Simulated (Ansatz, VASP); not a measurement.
# GaN in two plane-wave programs, part 2 of 2

Wanted: the spread between two codes on one cell, functional and k mesh.

VASP 6.6.1 and Ansatz 0.2.0.

So far. Step 2 (VASP: band structure, PBE): At this level the cell is under a pressure of 3.6 GPa, so at these settings it is away from equilibrium.

The database entry behind the starting cell differs from later determinations by our own check (thin film, about 0.3 % long), so it need not match the best structure at ambient conditions.

## 5. Ansatz: band structure, r2SCAN

Level of this step: Ansatz beside VASP: Kohn-Sham DFT, plane waves, r2SCAN (Ansatz).

The same path points are solved in both programs, so levels can be compared one by one.

Contents of input.yaml:

```yaml
crystal:
  lattice:
    - [3.1972, 0.0, 0.0]
    - [-1.5986, 2.768856421, 0.0]
    - [0.0, 0.0, 5.207]
  atoms:
    - { symbol: Ga, position: [0.6666666667, 0.3333333333, 0.5912] }
    - { symbol: Ga, position: [0.3333333333, 0.6666666667, 0.0912] }
    - { symbol: "N", position: [0.6666666667, 0.3333333333, 0.9688] }
    - { symbol: "N", position: [0.3333333333, 0.6666666667, 0.4688] }
hamiltonian:
  xc: r2scan
  pseudopotentials: { kind: paw }
kpoints:
  mp_grid: { grid: [5, 5, 3] }
  band_path:
    path:
      - [0.0, 0.0, 0.0]
      - [0.13333, 0.0, 0.0]
      - [0.3, 0.0, 0.0]
      - [0.46667, 0.0, 0.0]
      - [0.46667, 0.06667, 0.0]
      - [0.41111, 0.17778, 0.0]
      - [0.35556, 0.28889, 0.0]
      - [0.28889, 0.28889, 0.0]
      - [0.17778, 0.17778, 0.0]
      - [0.06667, 0.06667, 0.0]
      - [0.0, 0.0, 0.03333]
      - [0.0, 0.0, 0.2]
      - [0.0, 0.0, 0.36667]
      - [0.0, 0.0, 0.5]
      - [0.16667, 0.0, 0.5]
      - [0.3, 0.0, 0.5]
      - [0.46667, 0.0, 0.5]
      - [0.46667, 0.06667, 0.5]
      - [0.41111, 0.17778, 0.5]
      - [0.35556, 0.28889, 0.5]
      - [0.28889, 0.28889, 0.5]
      - [0.17778, 0.17778, 0.5]
      - [0.06667, 0.06667, 0.5]
      - [0.5, 0.0, 0.46667]
      - [0.5, 0.0, 0.3]
      - [0.5, 0.0, 0.13333]
      - [0.33333, 0.33333, 0.0]
      - [0.33333, 0.33333, 0.16667]
      - [0.33333, 0.33333, 0.33333]
      - [0.33333, 0.33333, 0.5]
    npoints: 1
scf:
  occupations: { method: gaussian, width: 0.02 }
  n_extra_bands: 8
output:
  forces: true
  stress: true
  eigenvalues: true
```

Run with:

```sh
$ ansatz run input.yaml --threads 2 --pin off --max-ram 4608MiB --backend cpu --events-out ev --progress --plain --runs-dir out
```

Numbers of over 12 decimals in the logs are rounded to 6 here.

Output:

```text
[...]
Crystal: 4 atoms, lattice volume = 46.095 Å³
Basis set: ecut = 500 eV, 1141 PW (Γ), exchange–correlation on 96×96×160 points (64 copies of the dense FFT grid, shifted against one another)
Bands: 26, of which v1, the nominal top of the filled ones, is band 18 counted from 1 (17 counted from 0)
Symmetry: 12 space group operations
[...]
k-point 0: bands = [... 14 lower, 8.2414, 9.2674, 9.2882, 9.2882, 11.5479, 14.0236, 19.1815, 19.8049, ... 4 higher]
  k-point 1: bands = [... 14 lower, 8.4936, 8.4936, 9.0170, 9.0170, 13.2739, 14.1585, 18.5452, 18.9661, ... 4 higher]
  k-point 2: bands = [... 14 lower, 7.0706, 7.5459, 8.8473, 8.9407, 13.4815, 15.6001, 17.6818, 18.6459, ... 4 higher]
  k-point 9: bands = [... 14 lower, 5.2263, 6.3409, 7.0548, 7.7443, 15.1245, 16.3109, 17.4605, 17.6893, ... 4 higher]
[key lines of the parts left out:]
SCF converged after 8 iterations
Free energy (F): -8352.752316 eV
Fermi energy:    10.418111 eV
P = ⅓ Tr σ = -2.5817 GPa (-25.817 kbar)
```

Wall time 6.4 s (2 threads of Arm Neoverse N1, shared host); peak memory 0.37 GiB; 12 s of CPU time.

## 6. VASP: band structure, r2SCAN

The same cell, functional, mesh and smearing now go to VASP, with its own data sets and cutoff.

Contents of INCAR:

```
SYSTEM = GaN
PREC = Accurate
ENCUT = 520
EDIFF = 1E-06
NELM = 100
ISMEAR = 0
SIGMA = 0.02
LREAL = .FALSE.
ALGO = Normal
METAGGA = R2SCAN
LASPH = .TRUE.
NBANDS = 32
LORBIT = 11
LWAVE = .FALSE.
LCHARG = .FALSE.
KPAR = 8
```

Contents of POSCAR:

```
GaN
1.0
    3.1972000000      0.0000000000      0.0000000000
   -1.5986000000      2.7688564210      0.0000000000
    0.0000000000      0.0000000000      5.2070000000
Ga N
2 2
Direct
    0.6666666667      0.3333333333      0.5912000000
    0.3333333333      0.6666666667      0.0912000000
    0.6666666667      0.3333333333      0.9688000000
    0.3333333333      0.6666666667      0.4688000000
```

Contents of KPOINTS:

```
Automatic mesh
0
Gamma
5 5 3
0 0 0
```

Contents of KPOINTS_OPT:

```
Line mode
16
Line-mode
Reciprocal
  0.00000000   0.00000000   0.00000000 GAMMA
  0.50000000   0.00000000   0.00000000 M

  0.50000000   0.00000000   0.00000000 M
  0.33333333   0.33333333   0.00000000 K

  0.33333333   0.33333333   0.00000000 K
  0.00000000   0.00000000   0.00000000 GAMMA

  0.00000000   0.00000000   0.00000000 GAMMA
  0.00000000   0.00000000   0.50000000 A

  0.00000000   0.00000000   0.50000000 A
  0.50000000   0.00000000   0.50000000 L

  0.50000000   0.00000000   0.50000000 L
  0.33333333   0.33333333   0.50000000 H

  0.33333333   0.33333333   0.50000000 H
  0.00000000   0.00000000   0.50000000 A

  0.50000000   0.00000000   0.50000000 L
  0.50000000   0.00000000   0.00000000 M

  0.33333333   0.33333333   0.00000000 K
  0.33333333   0.33333333   0.50000000 H
```

PAW data sets: Ga_d and N (PBE family, release 64).

Run with:

```sh
$ mpirun -np 8 vasp_std
```

Output:

```text
[banner, memory and clock lines left out]
running    8 mpi-ranks, on    1 nodes
[...]
[... a notice as in an earlier step ...]

|                                                                             |
|               ----> ADVICE to this user running VASP <----                  |
|                                                                             |
|     You enforced a specific xc type in the INCAR file but a different       |
|     [... a line on the potential file left out ...]
|     I HOPE YOU KNOW WHAT YOU ARE DOING!                                     |
|                                                                             |

 LDA part: xc-table for (None), standard interpolation
 POSCAR, INCAR and KPOINTS ok, starting setup
[...]
entering main loop
       N       E                     dE             d eps       ncg     rms          rms(c)
DAV:   1     0.283484676076E+03    0.28348E+03   -0.16942E+04   800   0.216E+03
DAV:   2    -0.105668667821E+02   -0.29405E+03   -0.26779E+03   672   0.512E+02
[...]
1 F= -.43804640E+02 E0= -.43804640E+02  d E =-.414433E-27
 Start KPOINTS_OPT (optional k-point list driver)
k-point batch [1-10\144]
       N       E                     dE             ncg
DAV:   1     0.147649560636E+04   -0.20719E+04      784
DAV:   2    -0.139816736264E+04   -0.28747E+04      640
DAV:   3    -0.179934752289E+04   -0.40118E+03      760
DAV:   4    -0.181296068187E+04   -0.13613E+02      680
DAV:   5    -0.181318271266E+04   -0.22203E+00      832
DAV:   6    -0.181319123308E+04   -0.85204E-02      800
DAV:   7    -0.181319152321E+04   -0.29012E-03      904
DAV:   8    -0.181319152598E+04   -0.27725E-05      632
DAV:   9    -0.181319152605E+04   -0.66198E-07      528
[...]
k-point batch [141-144\144]
       N       E                     dE             ncg
DAV:   1     0.100868595072E+05   -0.55538E+04      312
DAV:   2     0.885391560264E+04   -0.12329E+04      256
DAV:   3     0.866991849523E+04   -0.18400E+03      328
DAV:   4     0.866402983468E+04   -0.58887E+01      296
DAV:   5     0.866394682018E+04   -0.83015E-01      336
DAV:   6     0.866394432626E+04   -0.24939E-02      344
DAV:   7     0.866394425911E+04   -0.67152E-04      320
DAV:   8     0.866394425619E+04   -0.29151E-05      248
DAV:   9     0.866394425584E+04   -0.35307E-06      208
```

From OUTCAR (step 6):

```text
  Total       -0.3807406     -0.3807406     -0.5637452      0.0000000     -0.0000000     -0.0000000
  in kB      -13.2337199    -13.2337199    -19.5945653      0.0000000     -0.0000000     -0.0000000
  external PRESSURE =     -15.3540017 kB  Pullay stress =       0.0000000 kB

 POSITION                                       TOTAL-FORCE (eV/Angst)
 -----------------------------------------------------------------------------------
      1.59860      0.92295      3.07838        -0.000000     -0.000000      0.058955
     -0.00000      1.84590      0.47488        -0.000000     -0.000000      0.058955
      1.59860      0.92295      5.04454         0.000000      0.000000     -0.058955
     -0.00000      1.84590      2.44104         0.000000      0.000000     -0.058955
 -----------------------------------------------------------------------------------
    total drift:                                0.000001      0.000003      0.031104

  FREE ENERGIE OF THE ION-ELECTRON SYSTEM (eV)
  ---------------------------------------------------
  free  energy   TOTEN  =       -43.8046399643 eV

  energy  without entropy=      -43.8046399643  energy(sigma->0) =      -43.80463996

[... 2 parts as in an earlier step ...]

[... 1 further part left out ...]
[key lines of the parts left out:]
E-fermi :   5.1094
```

The run ends at a pressure of -1.54 GPa, with forces up to 0.059 eV/Å.

## 7. Differences

What differs besides the data sets and the points named for the pairs above, as far as they apply: VASP keeps PBE cores, Ansatz makes them for the functional; the cutoff is 500 eV in Ansatz and 520 eV in VASP. Total energies have different zeros and are not compared.

Compared:

| quantity | Ansatz | VASP | difference |
| --- | --- | --- | --- |
| pressure (GPa) | -2.58 | -1.54 | -1.05 |
| pressure without Ansatz's Pulay correction (GPa) | -2.68 | -1.54 | -1.15 |
| gap over the path points (eV) | 2.260 | 2.253 | +0.006 |

Forces (eV/Å; atoms numbered as in POSCAR):

| atom | Ansatz x, y, z | VASP x, y, z |
| --- | --- | --- |
| Ga1 | 0.000, 0.000, 0.049 | 0.000, 0.000, 0.059 |
| Ga2 | 0.000, 0.000, 0.049 | 0.000, 0.000, 0.059 |
| N3 | 0.000, 0.000, -0.049 | 0.000, 0.000, -0.059 |
| N4 | 0.000, 0.000, -0.049 | 0.000, 0.000, -0.059 |

Levels at points of the path, from each program's valence-band top (eV; 4 filled, then empty):

| k (reciprocal lattice) | Ansatz | VASP |
| --- | --- | --- |
| 0.000 0.000 0.000 | -1.05 -0.02 0.00 0.00 2.26 4.74 9.89 | -1.05 -0.02 0.00 0.00 2.25 4.71 9.88 |
| 0.133 0.000 0.000 | -1.40 -1.28 -0.20 -0.16 3.42 5.71 9.15 | -1.40 -1.27 -0.20 -0.16 3.41 5.68 9.14 |
| 0.300 0.000 0.000 | -3.58 -2.27 -1.01 -0.67 5.13 6.35 7.50 | -3.58 -2.27 -1.01 -0.67 5.12 6.34 7.49 |
| 0.467 0.000 0.000 | -4.26 -2.77 -2.12 -1.01 5.55 6.06 6.55 | -4.27 -2.77 -2.12 -1.01 5.54 6.05 6.54 |
| 0.467 0.067 0.000 | -4.19 -2.98 -2.21 -1.21 5.85 6.23 6.49 | -4.20 -2.99 -2.21 -1.21 5.84 6.22 6.47 |
| 0.411 0.178 0.000 | -4.31 -3.57 -2.38 -2.01 6.04 7.26 7.32 | -4.31 -3.57 -2.38 -2.01 6.03 7.24 7.31 |
| 0.356 0.289 0.000 | -5.12 -3.23 -2.77 -2.69 5.67 8.19 8.54 | -5.12 -3.23 -2.77 -2.68 5.66 8.16 8.51 |
| 0.289 0.289 0.000 | -4.68 -3.56 -2.55 -2.43 5.80 7.90 8.62 | -4.69 -3.57 -2.55 -2.43 5.79 7.87 8.59 |
| 0.178 0.178 0.000 | -3.98 -2.62 -1.18 -1.00 5.63 7.42 7.80 | -3.98 -2.63 -1.18 -1.00 5.61 7.41 7.79 |
| 0.067 0.067 0.000 | -1.44 -0.94 -0.15 -0.15 3.21 5.52 9.53 | -1.44 -0.94 -0.15 -0.15 3.20 5.50 9.52 |

The forces differ by 5.9 meV/Å r.m.s., which is 17.5 % of the r.m.s. force of 0.03 eV/Å (both taken over all components). Among the levels compared at these points, filled levels agree within 5 meV and empty ones within 33 meV. Ansatz's pressure holds a Pulay correction of 0.10 GPa; VASP's holds none.

## 8. What the set-up changes

Further runs change the set-up of one program: Ansatz's method, potentials or start, or VASP's data sets, cutoff or form of LDA. The table gives Ansatz less VASP for each quantity, since a change that brings one quantity closer may part another.

| run | r.m.s. force difference (meV/Å) | pressure (GPa) | gap over the path points (eV) | pressure without Ansatz's Pulay correction (GPa) |
| --- | --- | --- | --- | --- |
| as above | 5.9 | -1.0 | 0.0063 | -1.1 |
| cores kept as stored | 6.1 | -1.1 | 0.0092 | -1.2 |
| Ansatz's all-electron LAPW method | 6.5 | -0.93 | 0.025 |  |
| Ansatz's larger PAW set (cutoff 1300 eV) | 6.4 | -0.88 | 0.024 |  |
| norm-conserving potentials (cutoff 1252 eV) | 7.0 | -1.1 | 0.051 | -1.2 |

## 9. Ansatz: dielectric response, PBE

The response to a field tests empty states and converges slowly with the mesh.

Contents of input.yaml:

```yaml
crystal:
  lattice:
    - [3.1972, 0.0, 0.0]
    - [-1.5986, 2.768856421, 0.0]
    - [0.0, 0.0, 5.207]
  atoms:
    - { symbol: Ga, position: [0.6666666667, 0.3333333333, 0.5912] }
    - { symbol: Ga, position: [0.3333333333, 0.6666666667, 0.0912] }
    - { symbol: "N", position: [0.6666666667, 0.3333333333, 0.9688] }
    - { symbol: "N", position: [0.3333333333, 0.6666666667, 0.4688] }
hamiltonian:
  xc: pbe
  pseudopotentials: { kind: paw }
kpoints:
  mp_grid: { grid: [15, 15, 8] }
scf:
  occupations: { method: fixed }
dielectric:
  method: response
```

Run with:

```sh
$ ansatz run input.yaml --threads 2 --pin off --max-ram 4608MiB --backend cpu --events-out ev --progress --plain --runs-dir out
```

Output:

```text
[...]
Crystal: 4 atoms, lattice volume = 46.095 Å³
Basis set: ecut = 420 eV, 917 PW (Γ), exchange–correlation on 48×48×72 points (8 copies of the dense FFT grid, shifted against one another)
Bands: 22, of which v1, the nominal top of the filled ones, is band 18 counted from 1 (17 counted from 0)
Symmetry: 12 space group operations
k-points: 488 of 1800 (irreducible under 2 space group operations, time reversal used)
[...]
-0.00000    2.62801    0.00000
[...]
site 2:
[...]
0.00000   -0.00000   -2.77120
    site 3:
        -2.62801    0.00000   -0.00000
         0.00000   -2.62801   -0.00000
        -0.00000    0.00000   -2.77120
  Z* charge neutrality: 1.595e-3 e pre-enforcement
  solved inside a basis spanned on kpoints, on 16×16×8 k-points, its susceptibility summed on 22×22×12: ε∞ is read to err by 1.7e-2, Z* by 1.4e-2 e (field_mesh: kpoints solves on kpoints); Z* is corrected for what the basis lacks
[key lines of the parts left out:]
SCF converged after 8 iterations
Free energy (F): -8335.826844 eV
Fermi energy:    9.556299 eV
```

Elapsed: 7.4 min, on 2 threads; peak memory 2.2 GiB.

## 10. VASP: dielectric response, PBE

The same cell, functional and mesh now go to VASP, with its own data sets and cutoff.

Contents of INCAR:

```
SYSTEM = GaN
PREC = Accurate
ENCUT = 520
EDIFF = 1E-08
NELM = 100
ISMEAR = 0
SIGMA = 0.01
LREAL = .FALSE.
ALGO = Normal
GGA = PE
NBANDS = 24
LORBIT = 11
LWAVE = .FALSE.
LCHARG = .FALSE.
KPAR = 8
LEPSILON = .TRUE.
```

POSCAR is that of step 6.

Contents of KPOINTS:

```
Automatic mesh
0
Gamma
15 15 8
0 0 0
```

Run with:

```sh
$ mpirun -np 8 vasp_std
```

Output:

```text
[banner, memory and clock lines left out]
running    8 mpi-ranks, on    1 nodes
[...]
[... a notice as in an earlier step ...]

 LDA part: xc-table for (Slater+PW92), standard interpolation
 POSCAR, INCAR and KPOINTS ok, starting setup
[...]
entering main loop
       N       E                     dE             d eps       ncg     rms          rms(c)
DAV:   1     0.276809004148E+03    0.27681E+03   -0.18223E+04  6888   0.278E+03
DAV:   2     0.566618903958E+01   -0.27114E+03   -0.25853E+03  7232   0.519E+02
DAV:   3    -0.272605726737E+02   -0.32927E+02   -0.32632E+02  7800   0.145E+02
DAV:   4    -0.282880230203E+02   -0.10275E+01   -0.10259E+01  8168   0.287E+01
[...]
DAV:  16    -0.243086678837E+02    0.12868E-07   -0.13253E-07  9296   0.307E-03    0.252E-03
DAV:  17    -0.243086679345E+02   -0.50749E-07   -0.66408E-08  8072   0.266E-03    0.243E-04
DAV:  18    -0.243086679353E+02   -0.79672E-09   -0.24592E-08  5320   0.104E-03
   1 F= -.24308668E+02 E0= -.24308668E+02  d E =-.262776E-29
[...]
RMM:  12    -0.654729653718E+00   -0.81715E-06    0.14125E-07 43534   0.181E-04    0.156E-05
RMM:  13    -0.654730085346E+00   -0.43163E-06   -0.30335E-08 24567   0.753E-05    0.504E-06
 change of polarisation eV/A/(eV/A) component  2 :    -0.140     1.214    -0.000
 dielectric tensor                  component  2 :    -0.548     5.766    -0.000
 Linear response to external field, progress :
  Direction:   3
       N       E                     dE             d eps       ncg     rms          rms(c)
RMM:   1    -0.103021346626E+00   -0.10302E+00    0.34545E+00  7132   0.925E+00
RMM:   2    -0.636371785133E+00   -0.53335E+00   -0.11491E-01 12541   0.208E+00    0.123E+00
RMM:   3    -0.644099384288E+00   -0.77276E-02   -0.25353E-02 12489   0.818E-01    0.723E-01
RMM:   4    -0.676920808647E+00   -0.32821E-01   -0.99915E-03 12694   0.720E-01    0.587E-02
[...]
RMM:  10    -0.680323592324E+00    0.10971E-05   -0.53316E-07 12680   0.922E-04    0.107E-04
RMM:  11    -0.680324404661E+00   -0.81234E-06   -0.11008E-07 12532   0.391E-04    0.209E-05
RMM:  12    -0.680325761821E+00   -0.13572E-05   -0.65215E-08 11028   0.145E-04    0.859E-06
 change of polarisation eV/A/(eV/A) component  3 :    -0.144    -0.119     1.265
 dielectric tensor                  component  3 :    -0.566    -0.466     5.965
 Born effective charges drift removed
```

OUTCAR, selected parts (step 10):

```text
  Total        1.0858995      1.0858995      0.9927905      0.0000000      0.0000000     -0.0000000
  in kB       37.7435212     37.7435213     34.5072532      0.0000000      0.0000000     -0.0000000
  external PRESSURE =      36.6647652 kB  Pullay stress =       0.0000000 kB

 POSITION                                       TOTAL-FORCE (eV/Angst)
 -----------------------------------------------------------------------------------
      1.59860      0.92295      3.07838         0.000000     -0.000000      0.052580
     -0.00000      1.84590      0.47488         0.000000      0.000000      0.052580
      1.59860      0.92295      5.04454        -0.000000      0.000000     -0.052580
     -0.00000      1.84590      2.44104        -0.000000     -0.000000     -0.052580
 -----------------------------------------------------------------------------------
    total drift:                               -0.000001     -0.000002      0.002362

 MACROSCOPIC STATIC DIELECTRIC TENSOR (including local field effects in DFT)
 ------------------------------------------------------
           5.766044     0.000000     0.000000
          -0.000000     5.766044     0.000000
           0.000000     0.000000     5.964561
 ------------------------------------------------------

[... 1 part as in an earlier step ...]

[... 1 further part left out ...]
```

At this level the cell is under a pressure of 3.7 GPa, so at these settings it is away from equilibrium.

## 11. Comparison

What differs besides the data sets and the points named for the pairs above, as far as they apply: VASP's response is taken on the typed mesh, Ansatz refines its own for the field response alone. Total energies have different zeros and are not compared.

The two programs side by side:

| quantity | Ansatz | VASP | difference |
| --- | --- | --- | --- |
| ε∞ xx | 5.83 | 5.77 | +1.09 % |
| ε∞ yy | 5.83 | 5.77 | +1.09 % |
| ε∞ zz | 6.02 | 5.96 | +1.00 % |
| Born charge of Ga1 (mean of the diagonal) (e) | 2.68 | 2.67 | +0.01 |
| Born charge of N3 (mean of the diagonal) (e) | -2.68 | -2.67 | -0.01 |

## 12. Summary of results

```yaml
difference_in_gap_over_the_path_points_band_structure_pbe: -0.0055 eV
difference_in_pressure_band_structure_r2scan: -1.0 GPa
difference_in_eps_infinity_xx_dielectric_response_pbe: 1.1 %
```

**Reading.** The difference in pressure is -1.0 GPa (band structure, r2SCAN), at about the 1 GPa picked in this series as the mark of a large difference. Band structure, r2SCAN, cores kept as stored: the difference in gap over the path points goes from 0.0063 to 0.0092 eV. Band structure, r2SCAN, Ansatz's all-electron LAPW method: the difference in gap over the path points goes from 0.0063 to 0.025 eV. Band structure, r2SCAN, Ansatz's larger PAW set (cutoff 1300 eV): the difference in gap over the path points goes from 0.0063 to 0.024 eV. 2 further runs of this series are not shown here. Such differences can come from data sets, numerical settings and the points named under the comparisons, not from the functional's error against experiment.

[Lines on the potential files, build, host, timing and source positions are cut from VASP's logs without a mark.]

[Logs are printed without paths, hosts, clocks, repeated set-up lines and the standing remarks that a program may print on its own settings, such as how far it seeks lower states.]

[Hosts, paths, dates, database ids (printed as entryN), source tags and the programs' standing remarks are cut or masked in the printed files.]
